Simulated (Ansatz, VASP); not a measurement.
ZnS in VASP and in Ansatz

Contents of INCAR:

```
PREC     = Accurate       # precision mode
ENCUT    = 520            # plane-wave cutoff, eV
EDIFF    = 1E-7           # SCF threshold, eV
ISMEAR   = 0              # smearing method
SIGMA    = 0.01           # smearing width, eV
LREAL    = F              # projectors in reciprocal space
LASPH    = T              # aspherical terms in the spheres
NELM     = 80             # most SCF steps
ALGO     = Normal         # electronic algorithm
ISIF     = 2              # what is computed and relaxed
LWAVE    = F              # write WAVECAR
LCHARG   = F              # write CHGCAR
GGA      = CA             # functional
NBANDS   = 26             # bands
```

Contents of KPOINTS:

```
regular mesh
0
Gamma
  9 9 6
```

Contents of POSCAR:

```
ZnS
1.0
    3.7381765707      0.0000000000      0.0000000000
   -1.8690882854      3.2373558741      0.0000000000
    0.0000000000      0.0000000000      6.1427593467
Zn S
2 2
Direct
    0.3333333333      0.6666666667     -0.0561911129
    0.6666666667      0.3333333333      0.4438088871
    0.3333333333      0.6666666667      0.4311911129
    0.6666666667      0.3333333333      0.9311911129
```

Input for Ansatz:

```yaml
crystal:
  lattice:
    - [3.7381765707, 0.0, 0.0]
    - [-1.8690882854, 3.2373558741, 0.0]
    - [0.0, 0.0, 6.1427593467]
  atoms:
    - { symbol: Zn, position: [0.3333333333, 0.6666666667, -0.0561911129] }
    - { symbol: Zn, position: [0.6666666667, 0.3333333333, 0.4438088871] }
    - { symbol: S, position: [0.3333333333, 0.6666666667, 0.4311911129] }
    - { symbol: S, position: [0.6666666667, 0.3333333333, 0.9311911129] }
basis:
  ecutwfc: 420
  xc_grid: 2
kpoints:
  mp_grid: { grid: [9, 9, 6] }
hamiltonian:
  xc: lda
  pseudopotentials: { kind: paw, azcp: { folder: soft_1 } }
scf:
  occupations: { method: fixed }
output:
  forces: true
  stress: true
  eigenvalues: true
  polarization: {}
```

Change from the starting cell: polar distortion scaled by 0.10.

Alike in both runs: task single point; functional LDA; k mesh 9 × 9 × 6; no spin polarisation.

|  | VASP | Ansatz |
| --- | --- | --- |
| version | VASP 6.6.1 | Ansatz 0.2.0 |
| potentials or method | VASP PAW LDA potentials, release 64 (Zn, S) | scalar-relativistic, plane waves, PAW |
| plane-wave cutoff (eV) | 520 | 420 |
| occupations | gaussian, width 0.01 eV | fixed |
| valence electrons in the cell | 36 | 36 |

Ansatz gave:

```
gap on the k mesh at the Fermi level (eV)       : 2.53
least direct gap on the mesh (eV)               : 2.53
pressure (GPa)                                  : 6.4
largest component of the traceless stress (GPa) : 7.55
rms of the force components (eV/Å)              : 0.139
```

Task: What did VASP give for the same quantities?

Result: gap on the k mesh at the Fermi level (eV): 2.57; least direct gap on the mesh (eV): 2.57; pressure (GPa): 6.7; largest component of the traceless stress (GPa): 7.83; rms of the force components (eV/Å): 0.140.

Atom by atom the forces differ by 0.002 eV/Å (rms over components). Ansatz warned: «pseudo_functional_mismatch».

Caveats: an odd mesh through Γ misses points on the zone boundary, where band edges often lie.
